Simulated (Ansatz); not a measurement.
## CoO: stationary points along a deformation path

These are results of DFT PBEsol, scalar-relativistic, plane waves, PAW (Ansatz 0.2.0), not measurements. Settings: plane waves to 420 eV, k-mesh 24×24×24 (Γ-centred), Gaussian smearing 0.15 eV. Collinear spins, started from moments 2.6, 0.3 μB in atom order; the magnetic state may not be the lowest. Energies are free energies at this smearing, counted from the undisturbed cell; pressure is positive in compression.

Zero of the scan (as given, not relaxed at this level; it stands at -9.1 GPa):

```yaml
crystal:
  lattice:
    - [1.50547, 0.86918, 2.43993]
    - [-1.50547, 0.86918, 2.43993]
    - [0.00000, -1.73837, 2.43993]
  atoms:
    - { symbol: Co, position: [0.00000, 0.00000, 0.00000] }
    - { symbol: O, position: [0.50000, 0.50000, 0.50000] }
```

At fixed volume and fractional coordinates, lengths along (0.000, 0.000, 1.000) are scaled against those across it; ρ is that ratio over its starting value. V = 9.578 Å³/atom. Δσ is the stress along the axis less the mean stress across it (compression positive).

```csv
ρ,ΔE (meV/atom),Δσ (GPa),space group
0.850,10.7,7.59,R-3m
0.920,-1.6,0.77,R-3m
1.000,0.0,-0.29,R-3m
1.100,-3.3,0.56,R-3m
1.200,6.3,-7.53,R-3m
```

Task: How does the stress give the slope of the energy, and where is the energy stationary?

Result: Along the path d ln(length) is 2/3 d ln ρ on the axis and −1/3 d ln ρ across it, so dE/d ln ρ = −(2/3) V Δσ: the energy falls with ρ where Δσ is positive. Δσ vanishes or changes sign between ρ = 0.920 and 1.000, a minimum (near 0.98 by linear interpolation); between ρ = 1.000 and 1.100, a maximum (near 1.03 by linear interpolation); between ρ = 1.100 and 1.200, a minimum (near 1.11 by linear interpolation). Pairs of stationary points between two samples would go unseen, and could change a minimum read from distant neighbours into a maximum.

Task: Integrate that slope from ρ = 1 to 1.200 by the trapezoid rule.

Result: With V/N in Å³ and 1 eV/Å³ = 160.2 GPa the slopes at ρ = 1.000, 1.100, 1.200 are 12, -23, 300 meV/atom per unit of ln ρ. The steps add (-0.5) + 12.1 = 11.6 meV/atom, against 6.3 from the energies; the trapezoid rule misses the curvature of the slope within each step.

Task: Is the start the lowest point of the path?

Result: No: ρ = 1.100 lies 3.3 meV/atom lower, with no sampled rise above the start on the way. Volume and inner coordinates are held, so a relaxed structure there would lie lower still.

No gap shows at this level, though a semilocal functional can close a small gap that the real compound has; without a gap these slopes depend on the k mesh and the smearing.

Cost: 5 runs of about 6.1 core-minutes in all, on AMD EPYC 7R43 (Zen 3) (shared hosts).